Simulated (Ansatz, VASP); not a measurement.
Two plane-wave programs on BN

Contents of INCAR:

```
SYSTEM = BN
PREC     = Accurate       ! precision mode
ENCUT    = 520            ! plane-wave cutoff, eV
EDIFF    = 1E-7           ! SCF threshold, eV
ISMEAR   = 0              ! smearing method
SIGMA    = 0.05           ! smearing width, eV
LREAL    = .False.        ! projectors in reciprocal space
LASPH    = .True.         ! aspherical terms in the spheres
NELM     = 60             ! most SCF steps
ALGO     = Normal         ! electronic algorithm
ISIF     = 2              ! what is computed and relaxed
LWAVE    = .False.        ! write WAVECAR
LCHARG   = .False.        ! write CHGCAR
GGA      = PE             ! functional
NBANDS   = 16             ! bands
```

KPOINTS

```
Automatic mesh
0
Gamma
  12 12 6
  0 0 0
```

The input POSCAR:

```
BN
1.0
    2.5545800962      0.0000000000      0.0287390261
   -1.2772900481      2.2123312593     -0.0143695130
    0.0475257885      0.0000000000      4.2245145363
B N
2 2
Direct
    0.6666666667      0.3333333333      0.9998058548
    0.3333333333      0.6666666667      0.4998058548
    0.6666666667      0.3333333333      0.6251941452
    0.3333333333      0.6666666667      0.1251941452
```

Input for Ansatz:

```yaml
crystal:
  lattice:
    - [2.5545800962, 0.0, 0.0287390261]
    - [-1.2772900481, 2.2123312593, -0.014369513]
    - [0.0475257885, 0.0, 4.2245145363]
  atoms:
    - { symbol: B, position: [0.6666666667, 0.3333333333, 0.9998058548] }
    - { symbol: B, position: [0.3333333333, 0.6666666667, 0.4998058548] }
    - { symbol: "N", position: [0.6666666667, 0.3333333333, 0.6251941452] }
    - { symbol: "N", position: [0.3333333333, 0.6666666667, 0.1251941452] }
basis:
  ecutwfc: 420
kpoints:
  mp_grid: { grid: [12, 12, 6] }
hamiltonian:
  xc: pbe
scf:
  occupations: { method: gaussian, width: 0.05 }
output:
  forces: true
  stress: true
  eigenvalues: true
```

Change from the starting cell: strain +0.0225 x Voigt [0, 0, 0, 0, 1, 0], atoms carried along.

Alike in both runs: task single point; functional PBE; k mesh 12 × 12 × 6; occupations gaussian, width 0.05 eV; no spin polarisation.

|  | VASP | Ansatz |
| --- | --- | --- |
| version | VASP 6.6.1 | Ansatz 0.2.0 |
| potentials or method | VASP PAW PBE potentials, release 64 (B, N) | scalar-relativistic, plane waves, PAW |
| plane-wave cutoff (eV) | 520 | 420 |
| valence electrons in the cell | 16 | 16 |

|  | VASP | Ansatz | Ansatz less VASP |
| --- | --- | --- | --- |
| gap on the k mesh at the Fermi level (eV) | 5.19 | 5.20 | +0.017 |
| least direct gap on the mesh (eV) | 8.21 | 8.21 | +0.007 |
| pressure (GPa) | 0.3 | 0.1 | -0.23 |
| largest component of the traceless stress (GPa) | 7.51 | 7.49 | -0.026 |
| rms of the force components (eV/Å) | 0.031 | 0.030 | -0.0014 |

Atom by atom the forces differ by 0.002 eV/Å (rms over components).

A k mesh can miss the band edges.
